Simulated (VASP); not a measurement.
# GaN (P6_3mc) in VASP: a series of runs, part 2 of 2

VASP 6.6.1. The steps go on from the part before.

**4. Relaxation of shape and atoms at fixed volume, PBE (a relaxed cell with its volume scaled by 1.04)**

The input, INCAR:

```
SYSTEM = GaN
PREC = Accurate ; ENCUT = 600
EDIFF = 1E-7 ; ISMEAR = 0
SIGMA = 0.03 ; LREAL = .FALSE.
LASPH = .TRUE. ; NELM = 80
ALGO = Normal ; ISIF = 4
LWAVE = .FALSE. ; LCHARG = .FALSE.
GGA = PE ; IBRION = 2
NSW = 40 ; EDIFFG = -0.01
```

The input, KPOINTS:

```
regular mesh
0
G
  12 12 5
  0 0 0
```

The input, POSCAR:

```
GaN                                     
1.0
    3.2600688323      0.0000000000      0.0000000000
   -1.6300344161      2.8233024268      0.0000000000
    0.0000000000      0.0000000000      5.3130631622
  Ga              N             
     2     2
Direct
     0.3333333332999970    0.6666666667000030    0.9991860842781787
     0.6666666667000030    0.3333333332999970    0.4991860842781787
     0.3333333332999970    0.6666666667000030    0.3758139157218213
     0.6666666667000030    0.3333333332999970    0.8758139157218213
```

Potentials or basis: VASP PAW PBE potentials, release 64 (Ga_d, N).

Command:

```console
$ cat potpaw_PBE.64/Ga_d/POTCAR potpaw_PBE.64/N/POTCAR > POTCAR
$ mpirun -np 1 vasp_std > vasp.out
```

OUTCAR:

```text
SYSTEM = GaN
   PREC = Accurate
   ENCUT = 600
   EDIFF = 1E-7
   ISMEAR = 0
   LREAL = .FALSE.
   LASPH = .TRUE.
   NELM = 80
   ISIF = 4
   GGA = PE
   IBRION = 2
   NSW = 40
   EDIFFG = -0.01

 ion  position               nearest neighbor table
   1  0.333  0.667  0.999-   4 1.99   4 1.99   4 1.99   3 2.00
   2  0.667  0.333  0.499-   3 1.99   3 1.99   3 1.99   4 2.00
   3  0.333  0.667  0.376-   2 1.99   2 1.99   2 1.99   1 2.00
   4  0.667  0.333  0.876-   1 1.99   1 1.99   1 1.99   2 2.00
[... 800 lines left out ...]

 [... further k-points ...]
[... 5 lines left out ...]
  --------------------------------------------------------------------------------------
  -------------------------------------------------------------------------------------
  Total       -1.8821583     -1.8821583     -1.8830048     -0.0000000      0.0000000     -0.0000000
  in kB      -61.6648362    -61.6648362    -61.6925692     -0.0000000      0.0000000     -0.0000000
  external PRESSURE =     -61.6740805 kB  Pullay stress =       0.0000000 kB

 VOLUME and BASIS-vectors are now :
 -----------------------------------------------------------------------------
  energy-cutoff  :      600.00
  volume of cell :       48.90
      direct lattice vectors                 reciprocal lattice vectors
     3.260068832  0.000000000  0.000000000     0.306741990  0.177097570  0.000000000
    -1.630034416  2.823302427  0.000000000     0.000000000  0.354195141  0.000000000
     0.000000000  0.000000000  5.313063162     0.000000000  0.000000000  0.188215342

 POSITION                                       TOTAL-FORCE (eV/Angst)
 -----------------------------------------------------------------------------------
     -0.00000      1.88220      5.30874        -0.000000      0.000000     -0.008561
      1.63003      0.94110      2.65221         0.000000     -0.000000     -0.008561
     -0.00000      1.88220      1.99672         0.000000     -0.000000      0.008561
      1.63003      0.94110      4.65325         0.000000      0.000000      0.008561
 -----------------------------------------------------------------------------------
    total drift:                                0.000000      0.000000      0.000687

  FREE ENERGIE OF THE ION-ELECTRON SYSTEM (eV)
  ---------------------------------------------------
  free  energy   TOTEN  =       -24.2959795496 eV

  energy  without entropy=      -24.2959795496  energy(sigma->0) =      -24.29597955

 reached required accuracy - stopping structural energy minimisation
```

OSZICAR:

```text
N       E                     dE             d eps       ncg     rms          rms(c)
DAV:   1     0.295189927101E+03    0.29519E+03   -0.20024E+04  2586   0.325E+03
DAV:   2     0.116537952050E+02   -0.28354E+03   -0.27493E+03  2780   0.567E+02
DAV:   3    -0.263122392588E+02   -0.37966E+02   -0.37339E+02  2850   0.164E+02
DAV:   4    -0.280821718930E+02   -0.17699E+01   -0.17641E+01  3650   0.371E+01
DAV:   5    -0.281084877094E+02   -0.26316E-01   -0.26301E-01  2770   0.419E+00    0.106E+01
DAV:   6    -0.242053981246E+02    0.39031E+01   -0.15526E+01  4510   0.557E+01    0.309E+00
DAV:   7    -0.243157899907E+02   -0.11039E+00   -0.15843E+00  2738   0.117E+01    0.263E+00
DAV:   8    -0.243189059540E+02   -0.31160E-02   -0.31214E-01  4338   0.788E+00    0.930E-01
DAV:   9    -0.242950092732E+02    0.23897E-01   -0.11954E-01  4428   0.563E+00    0.370E-01
DAV:  10    -0.242962086329E+02   -0.11994E-02   -0.61374E-03  2904   0.909E-01    0.128E-01
DAV:  11    -0.242959548539E+02    0.25378E-03   -0.25718E-03  3780   0.911E-01    0.472E-02
DAV:  12    -0.242959828902E+02   -0.28036E-04   -0.27870E-04  2658   0.131E-01    0.416E-02
DAV:  13    -0.242959802128E+02    0.26773E-05   -0.62870E-05  4388   0.113E-01    0.880E-03
DAV:  14    -0.242959808288E+02   -0.61597E-06   -0.99540E-06  3662   0.335E-02    0.193E-02
DAV:  15    -0.242959798223E+02    0.10065E-05   -0.16906E-06  3836   0.158E-02    0.136E-02
DAV:  16    -0.242959794743E+02    0.34805E-06   -0.23885E-06  3280   0.142E-02    0.324E-03
DAV:  17    -0.242959795496E+02   -0.75274E-07   -0.62723E-07  3442   0.733E-03
   1 F= -.24295980E+02 E0= -.24295980E+02  d E =-.242960E+02
```

Wall time 1.8 min (1 thread of Intel Xeon Platinum 8259CL at 2.50GHz (Skylake/Cascade Lake), shared host); peak memory 0.21 GiB.

What came out:

- Free energy: -24.2960 eV
- Pressure after relaxing: -6.2 GPa
- Largest force after relaxing: 0.009 eV/Å
- Band gap on the k mesh: 1.45 eV, direct

Forces on the atoms (eV/Å):
```
Ga   0.000  0.000 -0.009
Ga   0.000  0.000 -0.009
N    0.000  0.000  0.009
N    0.000  0.000  0.009
```

Final structure:
```
Ga N
1.0
     3.26007    0.00000    0.00000
    -1.63003    2.82330    0.00000
     0.00000    0.00000    5.31306
Ga N
2 2
Direct
  0.33333 0.66667 0.99919
  0.66667 0.33333 0.49919
  0.33333 0.66667 0.37581
  0.66667 0.33333 0.87581
```

Levels at points of the mesh, in eV from the valence-band top:
| k point | band 14 | band 15 | band 16 | band 17 | band 18 | band 19 | band 20 | band 21 | band 22 |
| --- | --- | --- | --- | --- | --- | --- | --- | --- | --- |
| (0.00, 0.00, 0.00) | -0.95 | -0.95 | -0.04 | 0.00 | 0.00 | 1.45 | 3.82 | 8.79 | 9.51 |
| (0.50, 0.00, 0.00) | -5.06 | -3.90 | -2.51 | -2.01 | -0.92 | 4.87 | 5.12 | 5.89 | 8.03 |

Caveat: the relaxation stopped at its first step, so nothing moved.

**5. Relaxation of shape and atoms at fixed volume, PBE (a relaxed cell with its volume scaled by 1.06)**

INCAR is that of step 4.

KPOINTS is that of step 4.

POSCAR: that of step 4 with these lines changed.

```diff
@@ -2,5 +2,5 @@
 1.0
-    3.2600688323      0.0000000000      0.0000000000
-   -1.6300344161      2.8233024268      0.0000000000
-    0.0000000000      0.0000000000      5.3130631622
+    3.2808341618      0.0000000000      0.0000000000
+   -1.6404170808      2.8412857297      0.0000000000
+    0.0000000000      0.0000000000      5.3469052413
   Ga              N
```

Potentials or basis: VASP PAW PBE potentials, release 64 (Ga_d, N).

Command:

```console
$ cat potpaw_PBE.64/Ga_d/POTCAR potpaw_PBE.64/N/POTCAR > POTCAR
$ mpirun -np 1 vasp_std > vasp.out
```

OUTCAR:

```text
SYSTEM = GaN
   PREC = Accurate
   ENCUT = 600
   EDIFF = 1E-7
   ISMEAR = 0
   LREAL = .FALSE.
   LASPH = .TRUE.
   NELM = 80
   ISIF = 4
   GGA = PE
   IBRION = 2
   NSW = 40
   EDIFFG = -0.01

 ion  position               nearest neighbor table
   1  0.333  0.667  0.999-   4 2.01   4 2.01   4 2.01   3 2.01
   2  0.667  0.333  0.499-   3 2.01   3 2.01   3 2.01   4 2.01
   3  0.333  0.667  0.376-   2 2.01   2 2.01   2 2.01   1 2.01
   4  0.667  0.333  0.876-   1 2.01   1 2.01   1 2.01   2 2.01

  LATTYP: Found a hexagonal cell.
 ALAT       =     3.2808341618
 C/A-ratio  =     1.6297395655

  Lattice vectors:

 A1 = (   3.2808341618,   0.0000000000,   0.0000000000)
 A2 = (  -1.6404170808,   2.8412857297,   0.0000000000)
 A3 = (   0.0000000000,   0.0000000000,   5.3469052413)

Analysis of symmetry for initial positions (statically):
=====================================================================
 Subroutine PRICEL returns:
 Original cell was already a primitive cell.

 Routine SETGRP: Setting up the symmetry group for a
[... 219 lines left out ...]
  ext. energy  EPLUGINS =         0.00000000
  ---------------------------------------------------
  free energy    TOTEN  =       -24.25337941 eV

  energy without entropy =      -24.25337941  energy(sigma->0) =      -24.25337941

 E-fermi :   4.5684     XC(G=0): -11.2113

 val. band max:        4.4170243373   @ k =   0.0000   0.0000   0.0000
 cond. band min:       5.7451258408   @ k =   0.0000   0.0000   0.0000
 fundamental gap:      1.3281015035
 Fermi energy:         4.5684482433

 k-point     1 :       0.0000    0.0000    0.0000
  band No.  band energies     occupation
      1     -10.8570      2.00000
      2     -10.2322      2.00000
      3      -8.9866      2.00000
      4      -8.9741      2.00000
      5      -8.9741      2.00000
      6      -8.9280      2.00000
[... 589 lines left out ...]
     21      11.0889      0.00000
     22      12.0652      0.00000

 [... further k-points ...]
[... 5 lines left out ...]
  --------------------------------------------------------------------------------------
  -------------------------------------------------------------------------------------
  Total       -2.7192699     -2.7192699     -2.7378825     -0.0000000      0.0000000      0.0000000
  in kB      -87.4100198    -87.4100198    -88.0083155     -0.0000000      0.0000000      0.0000000
  external PRESSURE =     -87.6094517 kB  Pullay stress =       0.0000000 kB

 VOLUME and BASIS-vectors are now :
 -----------------------------------------------------------------------------
  energy-cutoff  :      600.00
  volume of cell :       49.84
      direct lattice vectors                 reciprocal lattice vectors
     3.280737326 -0.000000000  0.000000000     0.304809529  0.175981864  0.000000000
    -1.640368663  2.841201868  0.000000000     0.000000000  0.351963728  0.000000000
     0.000000000  0.000000000  5.347220889    -0.000000000 -0.000000000  0.187013034

 POSITION                                       TOTAL-FORCE (eV/Angst)
 -----------------------------------------------------------------------------------
     -0.00000      1.89413      5.34231         0.000000     -0.000000     -0.001032
      1.64037      0.94707      2.66870         0.000000      0.000000     -0.001032
     -0.00000      1.89413      2.01011        -0.000000      0.000000      0.001032
      1.64037      0.94707      4.68372        -0.000000      0.000000      0.001032
 -----------------------------------------------------------------------------------
    total drift:                               -0.000000     -0.000000      0.000204

  FREE ENERGIE OF THE ION-ELECTRON SYSTEM (eV)
  ---------------------------------------------------
  free  energy   TOTEN  =       -24.2533794127 eV

  energy  without entropy=      -24.2533794127  energy(sigma->0) =      -24.25337941

 reached required accuracy - stopping structural energy minimisation
```

OSZICAR:

```text
N       E                     dE             d eps       ncg     rms          rms(c)
DAV:   1     0.299352397863E+03    0.29935E+03   -0.20234E+04  2570   0.326E+03
DAV:   2     0.134272074975E+02   -0.28593E+03   -0.27673E+03  2758   0.568E+02
DAV:   3    -0.262150906301E+02   -0.39642E+02   -0.39261E+02  2916   0.165E+02
[... 18 lines left out ...]
       N       E                     dE             d eps       ncg     rms          rms(c)
DAV:   1    -0.242533633556E+02    0.23976E-05   -0.49411E-03  2508   0.543E-01    0.118E-02
DAV:   2    -0.242533801766E+02   -0.16821E-04   -0.18897E-04  2918   0.130E-01    0.608E-03
DAV:   3    -0.242533797493E+02    0.42735E-06   -0.65812E-06  3196   0.251E-02    0.349E-03
DAV:   4    -0.242533793638E+02    0.38547E-06   -0.15032E-06  3242   0.167E-02    0.695E-04
DAV:   5    -0.242533794127E+02   -0.48933E-07   -0.57988E-07  2760   0.707E-03
   2 F= -.24253379E+02 E0= -.24253379E+02  d E =-.136492E-04
```

CONTCAR:

```text
GaN
   1.00000000000000
     3.2807373261576558   -0.0000000000038039    0.0000000000000000
    -1.6403686629821250    2.8412018675771313    0.0000000000000000
     0.0000000000000000    0.0000000000000000    5.3472208890272590
  Ga              N
     2     2
Direct
     0.3333333332999970    0.6666666667000030    0.9990824602675471
     0.6666666667000030    0.3333333332999970    0.4990824602675471
     0.3333333332999970    0.6666666667000030    0.3759175397324529
     0.6666666667000030    0.3333333332999970    0.8759175397324529

  0.00000000E+00  0.00000000E+00  0.00000000E+00
  0.00000000E+00  0.00000000E+00  0.00000000E+00
  0.00000000E+00  0.00000000E+00  0.00000000E+00
  0.00000000E+00  0.00000000E+00  0.00000000E+00
```

It took 2.8 min on 1 thread of Intel Xeon Platinum 8259CL at 2.50GHz (Skylake/Cascade Lake), shared host; peak memory 0.23 GiB.

What came out:

* Free energy: -24.2534 eV
* Energy gained by relaxing: 0.0 meV/atom
* Ionic steps: 2
* Pressure after relaxing: -8.8 GPa
* Band gap on the k mesh: 1.33 eV, direct

Final structure:
```
CELL_PARAMETERS angstrom
3.28074 0.00000 0.00000
-1.64037 2.84120 0.00000
0.00000 0.00000 5.34722
ATOMIC_POSITIONS crystal
Ga 0.33333 0.66667 0.99908
Ga 0.66667 0.33333 0.49908
N 0.33333 0.66667 0.37592
N 0.66667 0.33333 0.87592
```

**6. Overview**

```tsv
cell	gap on the mesh (eV)	pressure (GPa)	largest force (eV/Å)
atoms relaxed at fixed volume	1.72	0.0	-
atoms relaxed at fixed volume from: a relaxed cell with its volume scaled by 1.02	1.58	-3.3	0.01
atoms relaxed at fixed volume from: a relaxed cell with its volume scaled by 1.04	1.45	-6.2	0.01
atoms relaxed at fixed volume from: a relaxed cell with its volume scaled by 1.06	1.33	-8.8	-
```

Alike in all rows: task relaxation of shape and atoms at fixed volume; level PBE; potentials or basis VASP PAW PBE potentials, release 64 (Ga_d, N); no spin polarisation; k mesh 12 × 12 × 5; cutoff (eV) 600; smearing gaussian 0.03 eV.

Caveats: the relaxation stopped at its first step, so nothing moved (some runs).

Absolute energies hang on the potentials; compare differences alone.

**7. Against experiment**

Step 2. Measured gap of GaN: 3.503 eV (direct; quoted in “Studying electronic properties in GaN without electrical contacts using γ-γ vs e−-γ Perturbed Angular Correlations”, 2019, pmc:6823545). This calculation gives 1.72 eV (-1.79 eV). So large a miss can be the level of theory's own, or it may mean another phase, state or a wrong row. Spin-orbit coupling on Ga is left out. The value is that of PBE, without temperature or zero-point motion. Semilocal functionals fall short of measured gaps as a rule.
